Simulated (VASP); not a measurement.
# BaZrS3 (Pnma) in VASP: a series of runs

The runs below take BaZrS3 through relaxation of cell and atoms, with LDA, PBE, PBEsol.

All numbers are computed with VASP 6.6.1; they aren't measurements. Logs are shortened: lines on timing, memory, paths and dates and some standing lists are left out, and cuts for length are marked.

### Step 1. Starting point

It takes space group Pnma (No. 62, orthorhombic). The conventional cell has a = 7.134 Å, b = 10.042 Å, c = 7.064 Å, α = 90.00°, β = 90.00°, γ = 90.00°. Around Ba (site symmetry m) lie 8 S at 3.18 to 3.46 Å. Around Zr (site symmetry -1) lie 6 S at 2.55 to 2.56 Å. S (site symmetry m) has 2 Zr at 2.55 Å as nearest neighbours. S (site symmetry 1) is surrounded by 2 Zr at 2.55 to 2.56 Å.

The cell is a database's computed one.

### Step 2. Relaxation of cell and atoms, LDA

Contents of INCAR:

```
SYSTEM = BaZrS3
ALGO = Normal
EDIFF = 1E-6
EDIFFG = -0.01
ENCUT = 600
IBRION = 2
ISIF = 3
ISMEAR = 0
KPAR = 4
LASPH = .True.
LCHARG = .False.
LREAL = .False.
LWAVE = .False.
NELM = 80
NSW = 90
PREC = Accurate
SIGMA = 0.03
```

Contents of KPOINTS:

```
k-points
0
Gamma
  4 4 4
  0 0 0
```

Contents of POSCAR:

```
BaZrS3
1.0
    7.1344888100      0.0000000000      0.0000000000
    0.0000000000     10.0418237600      0.0000000000
    0.0000000000      0.0000000000      7.0635613000
Ba Zr S
4 4 12
Direct
    0.0430272500      0.2500000000      0.0087500800
    0.4569727500      0.7500000000      0.5087500800
    0.5430272500      0.2500000000      0.4912499200
    0.9569727500      0.7500000000      0.9912499200
    0.0000000000      0.0000000000      0.5000000000
    0.5000000000      0.0000000000      0.0000000000
    0.5000000000      0.5000000000      0.0000000000
    0.0000000000      0.5000000000      0.5000000000
    0.9941581600      0.2500000000      0.5608972600
    0.5058418400      0.7500000000      0.0608972600
    0.4941581600      0.2500000000      0.9391027400
    0.0058418400      0.7500000000      0.4391027400
    0.2132557900      0.9681785700      0.7866180500
    0.2867442100      0.0318214300      0.2866180500
    0.7132557900      0.5318214300      0.7133819500
    0.7867442100      0.4681785700      0.2133819500
    0.7867442100      0.0318214300      0.2133819500
    0.7132557900      0.9681785700      0.7133819500
    0.2867442100      0.4681785700      0.2866180500
    0.2132557900      0.5318214300      0.7866180500
```

Potentials or basis: VASP PAW LDA potentials, release 64 (Ba_sv, Zr_sv, S).

On the command line:

```sh
> cat potpaw_LDA.64/Ba_sv/POTCAR potpaw_LDA.64/Zr_sv/POTCAR potpaw_LDA.64/S/POTCAR > POTCAR
> mpirun -np 4 vasp_std > vasp.out
```

OUTCAR:

```text
SYSTEM = BaZrS3
   EDIFF = 1E-6
   EDIFFG = -0.01
   ENCUT = 600
   IBRION = 2
   ISIF = 3
   ISMEAR = 0
   LASPH = .True.
   LREAL = .False.
   NELM = 80
   NSW = 90
   PREC = Accurate

 ion  position               nearest neighbor table
   1  0.043  0.250  0.009-   9 3.18  16 3.20  17 3.20  11 3.26  14 3.42  19 3.42  13 3.46  20 3.46
                             6 4.12   7 4.12   5 4.29   8 4.29
   2  0.457  0.750  0.509-  10 3.18  15 3.20  18 3.20  12 3.26  13 3.42  20 3.42  19 3.46  14 3.46
                             5 4.12   8 4.12   7 4.29   6 4.29
   3  0.543  0.250  0.491-  11 3.18  14 3.20  19 3.20   9 3.26  17 3.42  16 3.42  18 3.46  15 3.46
                             5 4.12   8 4.12   7 4.29   6 4.29
   4  0.957  0.750  0.991-  12 3.18  13 3.20  20 3.20  10 3.26  18 3.42  15 3.42  16 3.46  17 3.46
                             6 4.12   7 4.12   5 4.29   8 4.29
   5  0.000  0.000  0.500-   9 2.55  12 2.55  13 2.55  17 2.55  14 2.56  18 2.56   2 4.12   3 4.12
                             1 4.29   4 4.29
   6  0.500  0.000  0.000-  10 2.55  11 2.55  14 2.55  18 2.55  17 2.56  13 2.56   1 4.12   4 4.12
                             3 4.29   2 4.29
   7  0.500  0.500  0.000-  10 2.55  11 2.55  15 2.55  19 2.55  16 2.56  20 2.56   1 4.12   4 4.12
                             3 4.29   2 4.29
   8  0.000  0.500  0.500-   9 2.55  12 2.55  16 2.55  20 2.55  19 2.56  15 2.56   2 4.12   3 4.12
                             1 4.29   4 4.29
   9  0.994  0.250  0.561-   5 2.55   8 2.55   1 3.18   3 3.26
  10  0.506  0.750  0.061-   6 2.55   7 2.55   2 3.18   4 3.26
  11  0.494  0.250  0.939-   6 2.55   7 2.55   3 3.18   1 3.26
  12  0.006  0.750  0.439-   5 2.55   8 2.55   4 3.18   2 3.26
  13  0.213  0.968  0.787-   5 2.55   6 2.56   4 3.20   2 3.42   1 3.46
  14  0.287  0.032  0.287-   6 2.55   5 2.56   3 3.20   1 3.42   2 3.46
  15  0.713  0.532  0.713-   7 2.55   8 2.56   2 3.20   4 3.42   3 3.46
  16  0.787  0.468  0.213-   8 2.55   7 2.56   1 3.20   3 3.42   4 3.46
  17  0.787  0.032  0.213-   5 2.55   6 2.56   1 3.20   3 3.42   4 3.46
  18  0.713  0.968  0.713-   6 2.55   5 2.56   2 3.20   4 3.42   3 3.46
  19  0.287  0.468  0.287-   7 2.55   8 2.56   3 3.20   1 3.42   2 3.46
  20  0.213  0.532  0.787-   8 2.55   7 2.56   4 3.20   2 3.42   1 3.46

  LATTYP: Found a simple orthorhombic cell.
 ALAT       =     7.0635613000
 B/A-ratio  =     1.0100413243
 C/A-ratio  =     1.4216375187

  Lattice vectors:

 A1 = (   0.0000000000,   0.0000000000,   7.0635613000)
 A2 = (   7.1344888100,   0.0000000000,   0.0000000000)
 A3 = (   0.0000000000,  10.0418237600,   0.0000000000)

Analysis of symmetry for initial positions (statically):
=====================================================================
 Subroutine PRICEL returns:
 Original cell was already a primitive cell.

 Routine SETGRP: Setting up the symmetry group for a
 simple orthorhombic supercell.

 Subroutine GETGRP returns: Found  8 space group operations
 (whereof  2 operations were pure point group operations)
 out of a pool of  8 trial point group operations.

The static configuration has the point symmetry S_2 .
 The point group associated with its full space group is D_2h.
[... 199 lines left out ...]
  free energy    TOTEN  =      -139.94060591 eV

  energy without entropy =     -139.94060591  energy(sigma->0) =     -139.94060591

 E-fermi :   3.7074     XC(G=0):  -9.7741

 val. band max:        3.4800359138   @ k =   0.0000   0.0000   0.0000
 cond. band min:       4.3837952299   @ k =   0.0000   0.0000   0.0000
 fundamental gap:      0.9037593161
 Fermi energy:         3.7074486056

 k-point     1 :       0.0000    0.0000    0.0000
  band No.  band energies     occupation
      1     -45.1222      2.00000
      2     -45.1219      2.00000
      3     -45.1217      2.00000
      4     -45.1215      2.00000
      5     -23.3285      2.00000
      6     -23.3248      2.00000
[... 2269 lines left out ...]
     91       6.6174      0.00000
     92       6.6174      0.00000

 [... further k-points ...]

 [bands above 92 left out]

------------------------ aborting loop because EDIFF is reached ----------------------------------------

  FORCE on cell =-STRESS in cart. coord.  units (eV):
  Direction    XX          YY          ZZ          XY          YZ          ZX
  --------------------------------------------------------------------------------------
  -------------------------------------------------------------------------------------
  Total      -13.4228193    -13.7570305    -13.6481266      0.0000000      0.0000000      0.0000000
  in kB      -42.4966946    -43.5548084    -43.2100182      0.0000000      0.0000000      0.0000000
  external PRESSURE =     -43.0871737 kB  Pullay stress =       0.0000000 kB
[... 143 lines left out ...]
  FREE ENERGIE OF THE ION-ELECTRON SYSTEM (eV)
  ---------------------------------------------------
  free  energy   TOTEN  =      -140.3369840585 eV

  energy  without entropy=     -140.3369840585  energy(sigma->0) =     -140.33698406

[... ionic steps 4 to 24 ...]

--------------------------------------- Ionic step       25  -------------------------------------------

 number of electron     159.9999992 magnetization

------------------------ aborting loop because EDIFF is reached ----------------------------------------
[... 103 lines left out ...]
--------------------------------------- Ionic step       27  -------------------------------------------

 number of electron     159.9999992 magnetization

 Free energy of the ion-electron system (eV)
  ---------------------------------------------------
  ext. energy  EPLUGINS =         0.00000000
  ---------------------------------------------------
  free energy    TOTEN  =      -140.35703846 eV

  energy without entropy =     -140.35703846  energy(sigma->0) =     -140.35703846

 E-fermi :   4.1344     XC(G=0): -10.0251

 val. band max:        3.9801541574   @ k =   0.0000   0.0000   0.0000
 cond. band min:       4.8199644650   @ k =   0.0000   0.0000   0.0000
 fundamental gap:      0.8398103076
 Fermi energy:         4.1344113006

 k-point     1 :       0.0000    0.0000    0.0000
  band No.  band energies     occupation
      1     -44.4419      2.00000
      2     -44.4416      2.00000
      3     -44.4413      2.00000
      4     -44.4410      2.00000
      5     -22.7040      2.00000
      6     -22.6978      2.00000
[... 2269 lines left out ...]
     91       7.2319      0.00000
     92       7.2319      0.00000

 [... further k-points ...]

 [bands above 92 left out]

------------------------ aborting loop because EDIFF is reached ----------------------------------------

  FORCE on cell =-STRESS in cart. coord.  units (eV):
  Direction    XX          YY          ZZ          XY          YZ          ZX
  --------------------------------------------------------------------------------------
  -------------------------------------------------------------------------------------
  Total       -0.1027509     -0.0487362     -0.0319918      0.0000000      0.0000000     -0.0000000
  in kB       -0.3448263     -0.1635560     -0.1073628      0.0000000      0.0000000     -0.0000000
  external PRESSURE =      -0.2052484 kB  Pullay stress =       0.0000000 kB
[... 35 lines left out ...]
  FREE ENERGIE OF THE ION-ELECTRON SYSTEM (eV)
  ---------------------------------------------------
  free  energy   TOTEN  =      -140.3570384600 eV

  energy  without entropy=     -140.3570384600  energy(sigma->0) =     -140.35703846

 reached required accuracy - stopping structural energy minimisation
```

CONTCAR:

```text
BaZrS3
   1.00000000000000
     7.0299931253689634    0.0000000000000000    0.0000000000000000
     0.0000000000000000    9.8526537725319834    0.0000000000000000
     0.0000000000000000    0.0000000000000000    6.8926720839103384
  Ba              Zr              S
     4     4    12
Direct
     0.0527018176564635    0.2500000000000000    0.0121906630811508
     0.4472981823435365    0.7500000000000000    0.5121906630811509
     0.5527018176564634    0.2500000000000000    0.4878093369188493
     0.9472981823435366    0.7500000000000000    0.9878093369188491
     0.0000000000000000    1.0000000000000000    0.5000000000000000
     0.5000000000000000    1.0000000000000000    0.0000000000000000
[... 12 lines left out ...]
     0.2904216333754052    0.4657910713236862    0.2908962935432045
     0.2095783666245950    0.5342089286763139    0.7908962935432048

  0.00000000E+00  0.00000000E+00  0.00000000E+00
  0.00000000E+00  0.00000000E+00  0.00000000E+00
  0.00000000E+00  0.00000000E+00  0.00000000E+00
  0.00000000E+00  0.00000000E+00  0.00000000E+00
  0.00000000E+00  0.00000000E+00  0.00000000E+00
  0.00000000E+00  0.00000000E+00  0.00000000E+00
[... 12 lines left out ...]
  0.00000000E+00  0.00000000E+00  0.00000000E+00
  0.00000000E+00  0.00000000E+00  0.00000000E+00
```

Run time: 89 min. Hardware: 4 MPI ranks of Intel Xeon Platinum 8559C (Emerald Rapids), shared host; peak memory 1.3 GiB.

Results:

```
Free energy                            : -140.3570 eV
Relaxed volume                         : 23.87 Å³/atom
Relaxed cell                           : a = 7.030 Å, b = 9.853 Å, c = 6.893 Å, α = 90.00°, β = 90.00°, γ = 90.00°
Space group after relaxing (to 0.05 Å) : Pnma (No. 62)
Energy gained by relaxing              : 20.8 meV/atom
Ionic steps                            : 27
Pressure after relaxing                : 0.0 GPa
Largest force after relaxing           : 0.009 eV/Å
Band gap on the k mesh                 : 0.84 eV, direct
```

Forces on the atoms (eV/Å):
```
Ba   0.005  0.000 -0.007
Ba  -0.005  0.000 -0.007
Ba   0.005  0.000  0.007
Ba  -0.005  0.000  0.007
Zr   0.000  0.000  0.000
Zr   0.000  0.000  0.000
Zr   0.000  0.000  0.000
Zr   0.000  0.000  0.000
S    0.000  0.000 -0.001
S    0.000  0.000 -0.001
S    0.000  0.000  0.001
S    0.000  0.000  0.001
S   -0.006  0.007  0.002
S    0.006 -0.007  0.002
S   -0.006 -0.007 -0.002
S    0.006  0.007 -0.002
S    0.006 -0.007 -0.002
S   -0.006  0.007 -0.002
S    0.006  0.007  0.002
S   -0.006 -0.007  0.002
```

The path:
```csv
step,energy change (eV),largest force (eV/Å),pressure (GPa),volume (Å³)
1,0.0000,0.0981,-4.31,506.06
2,-0.1504,0.1242,4.03,457.84
3,-0.3964,0.0534,-0.03,478.20
4,-0.3963,0.0548,0.07,477.65
5,-0.3981,0.0506,0.07,477.58
6,-0.4028,0.0442,0.08,477.38
7,-0.4078,0.0426,0.09,476.97
8,-0.4100,0.0402,-0.01,477.53
9,-0.4112,0.0478,-0.15,478.26
10,-0.4123,0.0465,-0.01,477.45
11,-0.4124,0.0457,0.07,476.95
12,-0.4135,0.0360,0.09,476.85
13,-0.4143,0.0355,0.12,476.66
14,-0.4149,0.0177,-0.16,478.21
15,-0.4151,0.0205,-0.07,477.69
16,-0.4155,0.0108,-0.01,477.39
17,-0.4156,0.0118,0.00,477.32
18,-0.4158,0.0119,0.02,477.19
19,-0.4160,0.0121,0.08,476.84
20,-0.4161,0.0118,0.06,477.00
21,-0.4162,0.0108,-0.03,477.47
22,-0.4162,0.0108,-0.03,477.41
23,-0.4162,0.0112,0.01,477.20
24,-0.4162,0.0110,0.00,477.34
25,-0.4162,0.0109,-0.01,477.38
26,-0.4163,0.0105,-0.02,477.39
27,-0.4164,0.0091,-0.02,477.41
```

Final structure:
```
Ba Zr S
1.0
     7.02999    0.00000    0.00000
     0.00000    9.85265    0.00000
     0.00000    0.00000    6.89267
Ba Zr S
4 4 12
Direct
  0.05270 0.25000 0.01219
  0.44730 0.75000 0.51219
  0.55270 0.25000 0.48781
  0.94730 0.75000 0.98781
  0.00000 0.00000 0.50000
  0.50000 0.00000 0.00000
  0.50000 0.50000 0.00000
  0.00000 0.50000 0.50000
  0.99567 0.25000 0.56475
  0.50433 0.75000 0.06475
  0.49567 0.25000 0.93525
  0.00433 0.75000 0.43525
  0.20958 0.96579 0.79090
  0.29042 0.03421 0.29090
  0.70958 0.53421 0.70910
  0.79042 0.46579 0.20910
  0.79042 0.03421 0.20910
  0.70958 0.96579 0.70910
  0.29042 0.46579 0.29090
  0.20958 0.53421 0.79090
```

Caveat: spin-orbit coupling is left out, which moves the levels of the heavy elements.

### Step 3. Relaxation of cell and atoms, LDA

This run uses another cell than the first one, of 23.87 Å³/atom, 0.943 times its volume.

INCAR: that of step 2 with these lines changed.

```diff
@@ -2,4 +2,4 @@
 ALGO = Normal
-EDIFF = 1E-6
-EDIFFG = -0.01
+EDIFF = 1E-7
+EDIFFG = -0.005
 ENCUT = 600
```

KPOINTS is that of step 2.

Contents of POSCAR:

```
BaZrS3                                  
1.0
    7.0299931254      0.0000000000      0.0000000000
    0.0000000000      9.8526537725      0.0000000000
    0.0000000000      0.0000000000      6.8926720839
  Ba              Zr              S             
     4     4    12
Direct
     0.0527018176564635    0.2500000000000000    0.0121906630811508
     0.4472981823435365    0.7500000000000000    0.5121906630811509
     0.5527018176564634    0.2500000000000000    0.4878093369188493
     0.9472981823435366    0.7500000000000000    0.9878093369188491
     0.0000000000000000    1.0000000000000000    0.5000000000000000
     0.5000000000000000    1.0000000000000000    0.0000000000000000
     0.5000000000000000    0.5000000000000000    0.0000000000000000
     0.0000000000000000    0.5000000000000000    0.5000000000000000
     0.9956658427738539    0.2500000000000000    0.5647494361219684
     0.5043341572261461    0.7500000000000000    0.0647494361219685
     0.4956658427738539    0.2500000000000000    0.9352505638780316
     0.0043341572261462    0.7500000000000000    0.4352505638780315
     0.2095783666245950    0.9657910713236861    0.7908962935432048
     0.2904216333754052    0.0342089286763138    0.2908962935432045
     0.7095783666245949    0.5342089286763139    0.7091037064567952
     0.7904216333754051    0.4657910713236862    0.2091037064567954
     0.7904216333754051    0.0342089286763138    0.2091037064567954
     0.7095783666245949    0.9657910713236861    0.7091037064567952
     0.2904216333754052    0.4657910713236862    0.2908962935432045
     0.2095783666245950    0.5342089286763139    0.7908962935432048
```

Potentials or basis: VASP PAW LDA potentials, release 64 (Ba_sv, Zr_sv, S).

On the command line:

```sh
> cat potpaw_LDA.64/Ba_sv/POTCAR potpaw_LDA.64/Zr_sv/POTCAR potpaw_LDA.64/S/POTCAR > POTCAR
> mpirun -np 4 vasp_std > vasp.out
```

Run time: 53 min. Hardware: 4 MPI ranks of Intel Xeon Platinum 8559C (Emerald Rapids), shared host; peak memory 1.2 GiB.

The run converged. Its results:

| Quantity | Value |
| --- | --- |
| Free energy | -140.3550 eV |
| Relaxed volume | 23.86 Å³/atom |
| Relaxed cell | a = 7.027 Å, b = 9.858 Å, c = 6.890 Å, α = 90.00°, β = 90.00°, γ = 90.00° |
| Space group after relaxing (to 0.05 Å) | Pnma (No. 62) |
| Energy gained by relaxing | 0.0 meV/atom |
| Ionic steps | 16 |
| Pressure after relaxing | 0.0 GPa |
| Largest force after relaxing | 0.004 eV/Å |
| Band gap on the k mesh | 0.84 eV, direct |

Forces in eV/Å, atoms in the order of the input:
```
Ba   0.003  0.000  0.003
Ba  -0.003  0.000  0.003
Ba   0.003  0.000 -0.003
Ba  -0.003  0.000 -0.003
Zr   0.000  0.000  0.000
Zr   0.000  0.000  0.000
Zr   0.000  0.000  0.000
Zr   0.000  0.000  0.000
S   -0.001  0.000 -0.001
S    0.001  0.000 -0.001
S   -0.001  0.000  0.001
S    0.001  0.000  0.001
S   -0.001  0.001 -0.001
S    0.001 -0.001 -0.001
S   -0.001 -0.001  0.001
S    0.001  0.001  0.001
S    0.001 -0.001  0.001
S   -0.001  0.001  0.001
S    0.001  0.001 -0.001
S   -0.001 -0.001 -0.001
```

The path:
| step | energy change (eV) | largest force (eV/Å) | pressure (GPa) | volume (Å³) |
| --- | --- | --- | --- | --- |
| 1 | 0.0000 | 0.0090 | -0.03 | 477.41 |
| 2 | 0.0000 | 0.0084 | 0.02 | 477.14 |
| 3 | 0.0000 | 0.0083 | 0.02 | 477.12 |
| 4 | -0.0001 | 0.0075 | 0.02 | 477.15 |
| 5 | -0.0002 | 0.0060 | 0.00 | 477.23 |
| 6 | -0.0002 | 0.0072 | 0.00 | 477.27 |
| 7 | -0.0002 | 0.0064 | -0.01 | 477.28 |
| 8 | -0.0003 | 0.0056 | -0.01 | 477.29 |
| 9 | -0.0002 | 0.0081 | -0.02 | 477.31 |
| 10 | -0.0003 | 0.0055 | -0.01 | 477.30 |
| 11 | -0.0003 | 0.0053 | -0.01 | 477.24 |
| 12 | -0.0004 | 0.0066 | 0.02 | 477.07 |
| 13 | -0.0004 | 0.0060 | 0.00 | 477.20 |
| 14 | -0.0004 | 0.0059 | -0.01 | 477.24 |
| 15 | -0.0004 | 0.0058 | -0.01 | 477.26 |
| 16 | -0.0004 | 0.0043 | -0.01 | 477.24 |

Final structure:
```
Ba Zr S
1.0
     7.02668    0.00000    0.00000
     0.00000    9.85791    0.00000
     0.00000    0.00000    6.88971
Ba Zr S
4 4 12
Direct
  0.05296 0.25000 0.01176
  0.44704 0.75000 0.51176
  0.55296 0.25000 0.48824
  0.94704 0.75000 0.98824
  0.00000 0.00000 0.50000
  0.50000 0.00000 0.00000
  0.50000 0.50000 0.00000
  0.00000 0.50000 0.50000
  0.99595 0.25000 0.56406
  0.50405 0.75000 0.06406
  0.49595 0.25000 0.93594
  0.00405 0.75000 0.43594
  0.20881 0.96624 0.79166
  0.29119 0.03376 0.29166
  0.70881 0.53376 0.70834
  0.79119 0.46624 0.20834
  0.79119 0.03376 0.20834
  0.70881 0.96624 0.70834
  0.29119 0.46624 0.29166
  0.20881 0.53376 0.79166
```

Levels at points of the mesh, in eV from the valence-band top:
```tsv
k point	band 76	band 77	band 78	band 79	band 80	band 81	band 82	band 83	band 84	band 85
(0.00, 0.00, 0.00)	-0.33	-0.21	-0.04	-0.01	0.00	0.84	0.97	1.02	1.16	2.44
(0.50, 0.00, 0.00)	-0.62	-0.60	-0.60	-0.26	-0.26	1.97	1.97	2.12	2.12	2.41
(0.00, 0.50, 0.00)	-0.31	-0.29	-0.29	-0.28	-0.28	1.06	1.06	1.99	1.99	2.10
(0.50, 0.50, 0.00)	-0.70	-0.38	-0.38	-0.38	-0.38	2.35	2.35	2.35	2.35	2.45
(0.00, 0.00, 0.50)	-0.66	-0.54	-0.54	-0.35	-0.35	2.02	2.02	2.14	2.14	2.28
(0.50, 0.00, 0.50)	-0.46	-0.38	-0.38	-0.11	-0.11	0.98	0.98	2.50	2.50	2.53
(0.00, 0.50, 0.50)	-0.52	-0.45	-0.45	-0.35	-0.35	2.26	2.26	2.30	2.30	2.34
(0.50, 0.50, 0.50)	-0.98	-0.43	-0.43	-0.43	-0.43	2.13	2.13	2.13	2.13	2.56
```

Caveat: spin-orbit coupling is left out, which moves the levels of the heavy elements. LDA gaps usually lie below the measured ones, often by a third to a half.

[end of part 1 of 3]
